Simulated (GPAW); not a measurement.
Crystal: Y.

```xyz
2
Lattice="3.6474 0.0000 0.0000 -1.8237 3.1587 0.0000 0.0000 0.0000 5.7306" Properties=species:S:1:pos:R:3 pbc="T T T"
Y     1.8237    1.0529    4.2980
Y     0.0000    2.1058    1.4326
```

Base run:

- Program: GPAW 26.7.0
- Functional: PBEsol
- Potentials or basis: PAW data sets generated in the run's folder for this functional
- Cutoff: 600 eV
- Basis: pw
- k mesh: 8 × 8 × 5
- Occupations: fermi-dirac, width 0.05 eV
- Spin: no spin polarisation

Its results: pressure -2.1 GPa.

Problem. The run is repeated on the same cell with these changes: functional from PBEsol to BLYP. What comes out?

Solution. Pressure 0.8 GPa.

BLYP binds less tightly than PBEsol, so the same cell stands under more pressure.
